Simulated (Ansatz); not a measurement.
# What a trial cell of Ti relaxes into

These are results of DFT PBE, scalar-relativistic, plane waves, PAW (Ansatz), not measurements. Cutoff 420 eV, Γ-centred k mesh, Gaussian smearing, no spin polarisation in the final step.

The start puts Ti on the sites of a reported Bi cell (C2/m, No. 12), at a guessed volume.

```
CELL_PARAMETERS angstrom
2.72860 -2.49888 0.00000
2.72860 2.49888 0.00000
-0.94134 0.00000 2.52956
ATOMIC_POSITIONS crystal
Ti 0.25180 0.25180 0.14900
Ti 0.74820 0.74820 0.85100
```

Steps on the 6×6×6 mesh (2 atoms). 12 of 13 steps are shown, and the free energy counts from the last. Trial steps that were taken back and renewals of the plane-wave basis can be among the rows.

| step | ΔF (meV/atom) | V (Å³/atom) | P (GPa) | largest force component (eV/Å) |
| --- | --- | --- | --- | --- |
| 1 | 323.1 | 17.25 | 2.15 | 0.663 |
| 2 | 218.7 | 17.31 | 0.94 | 0.278 |
| 3 | 150.5 | 17.11 | 1.59 | 0.698 |
| 4 | 72.3 | 16.99 | 1.45 | 0.411 |
| 5 | 24.1 | 16.92 | 1.18 | 0.006 |
| 6 | 19.3 | 17.06 | 0.00 | 0.001 |
| 8 | 18.9 | 16.94 | 0.60 | 0.014 |
| 9 | 18.6 | 17.03 | -0.06 | 0.013 |
| 10 | 6.9 | 17.03 | 1.14 | 0.013 |
| 11 | 0.7 | 17.17 | 0.71 | 0.004 |
| 12 | 0.1 | 17.31 | -0.02 | 0.001 |
| 13 | 0.0 | 17.31 | -0.01 | 0.001 |

A final relaxation ran on a 24×24×24 mesh. The relaxed crystal, I4/mmm (No. 139):

```
Ti
1.0
    -1.70735    1.70735    1.48012
     1.70735   -1.70735    1.48012
     1.70735    1.70735   -1.48012
Ti
1
Direct
  0.50000 0.50000 0.00000
```

```yaml
Volume_per_atom: 17.26 Å³
Density: 4.61 g/cm³
Energy_over_the_standard_structure: 0.10 eV/atom
Gap_on_the_24×24×24_mesh: 0 eV (a metal)
```

Energies count from the standard state of Ti at the same level.

The final run used a 24×24×24 mesh on its 1-atom cell and 0.10 eV smearing. For metals, differences of a few meV/atom aren't resolved.

A structure relaxed within its symmetry needn't be a true minimum.